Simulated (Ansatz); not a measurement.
Re:

```
CELL_PARAMETERS angstrom
2.76639 0.00000 0.00000
-1.38319 2.39576 0.00000
0.00000 0.00000 8.93885
ATOMIC_POSITIONS crystal
Re 0.66667 0.33333 0.75000
Re 0.00000 0.00000 0.50000
Re 0.33333 0.66667 0.25000
Re 0.00000 0.00000 0.00000
```

Below is the output of Ansatz 0.2.0 for this cell. Logs are shortened: lines on timing, memory, paths and dates and some standing lists are left out, and cuts for length are marked.

```text
Warning: RAYON_NUM_THREADS=2 ignored (pool sized by the plan → 2); use --threads N
Engine: ansatz 0.2.0, x86_64-unknown-linux-gnu
Pseudopotentials: kind: paw
Pseudopotential: Re, paw, valence charge 15, recommended cutoff 420 eV (normal), Re.paw.azcp
Functional definition: PBE
  parameter kappa = 0.804
  parameter beta = 0.06672455060314922
  exchange = pbe_x(kappa = kappa, mu = beta*pi^2/3)
  correlation = pbe_c(beta = beta)
Crystal: 4 atoms, lattice volume = 59.243 Å³
Basis set: ecut = 420 eV, 1157 PW (Γ), exchange–correlation on 40×40×120 points (8 copies of the dense FFT grid, shifted against one another)
Bands: 36, of which v1, the nominal top of the filled ones, is band 30 counted from 1 (29 counted from 0)
Symmetry: 24 space group operations
Space group: P63/mmc (ITA 194), of the structure as read, at distance tolerance 3.9e-5 Å
k-points: 32 of 363
Non-local potential: Re, projectors of the file, l = 0: 3, l = 1: 2, l = 2: 2, l = 3: 1
PAW form: soft (Blöchl's): semilocal exchange-correlation on the pseudo side does not see the compensation charge
PAW one-centre angular grid: Re, 590 points (default); XC on 64 Gauss nodes
Initial density: superposition of atomic densities (neutral atoms: chi_scale 0, normalization atom), corrected by the library's trained network
Initial wavefunctions: pseudopotential atomic-orbital guess
Functional: x = pbe(κ = 0.804, μ = 0.2195149727645171), c = pbe(β = 0.06672455060314922)
SCF iter   1: F=—  HF=-43472.296769 eV  |F-HF|=—  |Δ(HF+E_count)|=         —  Δρ=9.29e-3  dr2=2.80e-2  ethr=1.77e-3  ⟨swp⟩=5.8  Hψ=4004  notcnv=0
preconditioner: auto → Kerker (q_TF=auto, 2.734 Å⁻¹)  [metal: Δε(μ)=0.010 eV  Ē_g=5.455 eV  σ=0.024 eV  W_gap=0.23  n_scr=24 (ndim 8)  ℏωp=25.5 eV  f_vac=0.000  D(μ)=5.49/eV (n_scr^D=64)]
SCF iter   2: F=—  HF=-43472.297196 eV  |F-HF|=—  |Δ(HF+E_count)|=   4.27e-4  Δρ=5.05e-3  dr2=7.51e-3  ethr=4.67e-5  ⟨swp⟩=2.0  Hψ=1889  notcnv=0  defer=48
preconditioner: auto → Resta (q_TF=auto, 2.734 Å⁻¹)  ε∞=22.9  [insulator: Δε(μ)=0.037 eV  Ē_g=5.454 eV  σ=0.024 eV  W_gap=0.56  n_scr=24 (ndim 8)  ℏωp=25.5 eV  f_vac=0.000  D(μ)=5.41/eV (n_scr^D=64)  ε∞_Penn≈22.9]
SCF iter   3: F=—  HF=-43472.297586 eV  |F-HF|=—  |Δ(HF+E_count)|=   3.90e-4  Δρ=5.91e-4  dr2=1.46e-4  ethr=1.25e-5  ⟨swp⟩=2.0  Hψ=1649  notcnv=0  defer=48
SCF iter   4: F=—  HF=-43472.297585 eV  |F-HF|=—  |Δ(HF+E_count)|=   9.74e-7  Δρ=7.10e-5  dr2=1.97e-6  ethr=2.43e-7  ⟨swp⟩=2.1  Hψ=1443  notcnv=0  defer=48
SCF iter   5: F=—  HF=-43472.297658 eV  |F-HF|=—  |Δ(HF+E_count)|=   7.29e-5  Δρ=1.48e-5  dr2=1.44e-7  ethr=3.28e-9  ⟨swp⟩=2.1  Hψ=1608  notcnv=0  defer=48
SCF iter   6: F=-43472.297658 eV  HF=-43472.297658 eV  |F-HF|=5.82e-11  |Δ(HF+E_count)|=   1.19e-8  Δρ=2.40e-6  dr2=1.98e-9  ethr=1.67e-10  ⟨swp⟩=6.8  Hψ=4062  notcnv=0
SCF 1 converged in 6 iterations: F = -43472.297658 eV  dr2 = 1.98e-9
  greatest PAW one-centre occupation: 1.000 electrons in one spin orbital (limit 2), on the Re atom at site 2 (counted from 0), in its partial waves of l = 0
SCF converged after 6 iterations
Free energy (F): -43472.297658 eV
Harris-Foulkes:  -43472.297658 eV  (|F-HF|=5.82e-11)
Internal energy: -43472.296097 eV  (E = F + TS)
E sigma→0 (E₀):  -43472.296877 eV
Entropy (-TS):   -0.001561 eV (-0.390 meV/atom)
Fermi energy:    23.875105 eV
--- Per-component energies (eV) ---
  E_band       = -296.333994
  E_kinetic    = 2164.492320
  E_local      = -3051.354916  (includes V_loc(G=0)·N_el)
  E_nonlocal   = 193.714876
  E_hartree    = 1093.660171
  E_xc         = -1616.260127
  E_vxc        = -1216.775502  (∫ρ·V_xc dr)
  E_paw        = -34635.849500  (= ΣΔE_a)
  E_vpaw       = -573.731397  (= ΣTr[D̂ρ^β])
  E_aug_tail   = -0.000311  (compensation charges beyond the density's cutoff)
  E_ewald      = -7620.698610
  E_smearing   = -0.001561  (= −TS)
  E_closure    = 0.000000  (closes the sum)
  Σ components = -43472.297658   (vs F -43472.297658, Δ=0.00e0)
--- Forces (eV/Å), atoms counted from 1 ---
  atom   1  Re     0.00000000     0.00000000     0.00000000
  atom   2  Re     0.00000000     0.00000000     0.00000000
  atom   3  Re     0.00000000    -0.00000000     0.00000000
  atom   4  Re    -0.00000000     0.00000000     0.00000000
  max |Σ_I F_I| component: 1.85e-17 eV/Å
--- Stress (GPa, compression-positive) ---
        3.141543       0.000000       0.000000
        0.000000       3.141543       0.000000
        0.000000       0.000000       3.931231
  P = ⅓ Tr σ = 3.4048 GPa (34.048 kbar)
--- Band table (eV; the first three rows and the last of 32) ---
  k-point 0: bands = ["-55.9743", "-55.9270", "-55.8992", "-55.8514", "-18.4876", "-17.9377", "-17.8513", "-17.4395", "-17.4395", "-17.3620", "-17.3620", "-17.3459", "-17.3459", "-17.2671", "-17.2671", "-17.2602", "13.9896", "16.2987", "16.3770", "17.2452", "21.3694", "21.4573", "21.9893", "21.9893", "22.0141", "22.0141", "22.2751", "22.6891", "22.6891", "22.7938", "22.7938", "24.3881", "24.5393", "24.5393", "25.4038", "25.4038"]
  k-point 1: bands = ["-55.9665", "-55.9460", "-55.8800", "-55.8592", "-18.4108", "-18.1981", "-17.5807", "-17.4282", "-17.4282", "-17.3974", "-17.3974", "-17.3474", "-17.3101", "-17.3101", "-17.2787", "-17.2787", "14.3178", "15.2114", "17.0810", "17.2494", "21.6115", "22.0631", "22.0935", "22.0953", "22.0953", "22.1304", "22.1304", "22.5131", "22.5131", "22.5921", "22.5921", "23.5375", "24.8296", "24.8296", "25.2735", "25.2735"]
  k-point 2: bands = ["-55.9665", "-55.9213", "-55.8934", "-55.8478", "-18.4570", "-17.9465", "-17.8634", "-17.5105", "-17.4626", "-17.4153", "-17.3977", "-17.3791", "-17.3629", "-17.3404", "-17.2780", "-17.2728", "14.3271", "16.6102", "16.6852", "17.5641", "20.9625", "21.2343", "21.6977", "21.7203", "22.0491", "22.2314", "22.2570", "22.7884", "22.9365", "22.9861", "23.0623", "23.4165", "24.1775", "24.3022", "25.5839", "25.8269"]
  k-point 31: bands = ["-55.8474", "-55.8468", "-55.8177", "-55.8171", "-18.2320", "-18.2235", "-18.1602", "-18.1009", "-17.9856", "-17.9769", "-17.8888", "-17.8222", "-17.6487", "-17.6055", "-17.5594", "-17.4891", "18.7814", "18.8470", "19.3721", "19.3928", "19.8304", "20.0309", "20.2271", "20.4521", "21.4346", "21.6923", "21.7392", "22.0880", "23.6882", "23.8921", "24.9992", "25.3327", "26.8921", "27.1713", "27.4013", "27.6226"]
```

Task: Write the input and the command behind it.

Result: Single point with PBE, no spin polarisation. The files as run (others can give the same):

input.yaml
```yaml
crystal:
  lattice:
    - [2.7663873939, 0.0, 0.0]
    - [-1.3831936969, 2.3957617598, 0.0]
    - [0.0, 0.0, 8.93884516]
  atoms:
    - { symbol: Re, position: [0.6666666667, 0.3333333333, 0.75] }
    - { symbol: Re, position: [0.0, 0.0, 0.5] }
    - { symbol: Re, position: [0.3333333333, 0.6666666667, 0.25] }
    - { symbol: Re, position: [0.0, 0.0, 0.0] }
hamiltonian:
  xc: pbe
  pseudopotentials: { kind: paw }
kpoints:
  mp_grid: { grid: [11, 11, 3] }
scf:
  occupations: { method: gaussian, width: 0.024 }
output:
  forces: true
  stress: true
  eigenvalues: true
```

Potentials or basis: Ansatz PAW.
Run with:
```bash
$ ansatz run input.yaml --threads 2 --pin off --max-ram 5632MiB --backend cpu --events-out ev --progress --plain --runs-dir out
```
